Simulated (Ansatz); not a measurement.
The system is CdS (Hawleyite).

```
Cd S
1.0
     0.00000    2.91650    2.91650
     2.91650    0.00000    2.91650
     2.91650    2.91650    0.00000
Cd S
1 1
Direct
  0.00000 0.00000 0.00000
  0.75000 0.75000 0.75000
```

| Item | Value |
| --- | --- |
| Program | Ansatz 0.2.0 |
| Task | relaxation of cell and atoms |
| Functional | SVWN5 |
| Potentials or basis | Ansatz PAW |
| Cutoff | 420 eV (not typed: the program's choice for these potentials) |
| k mesh | 8 × 8 × 8 |
| Occupations | fermi-dirac, width 0.05 eV |
| Spin | no spin polarisation |

At the start: volume 24.81 Å³/atom.

Question: How do energy, volume and symmetry change on relaxing?

Answer: It ends after 3 steps and the volume is 23.83 Å³/atom (-3.9 %); space group F-43m (No. 216, to 0.05 Å).

Step by step:
| step | energy change (eV) | largest force (eV/Å) | volume (Å³) |
| --- | --- | --- | --- |
| 1 | 0.0000 | 0.0000 | 49.62 |
| 2 | -0.0160 | 0.0000 | 47.66 |
| 3 | -0.0158 | 0.0000 | 47.66 |

Final structure:
```cif
data_structure
_symmetry_space_group_name_H-M 'P 1'
_symmetry_Int_Tables_number 1
_cell_length_a 4.0696
_cell_length_b 4.0696
_cell_length_c 4.0696
_cell_angle_alpha 60.000
_cell_angle_beta 60.000
_cell_angle_gamma 60.000
_cell_volume 47.66
loop_
_atom_site_label
_atom_site_type_symbol
_atom_site_fract_x
_atom_site_fract_y
_atom_site_fract_z
_atom_site_occupancy
Cd1 Cd 0.00000 0.00000 0.00000 1
S1 S 0.75000 0.75000 0.75000 1
```

Caveat: the plane-wave basis is chosen anew once the cell has moved, so the energies of steps on either side of that aren't comparable; the PAW data sets come from PBE, with cores solved anew for the run's functional, which leaves a small shift of forces and pressure.
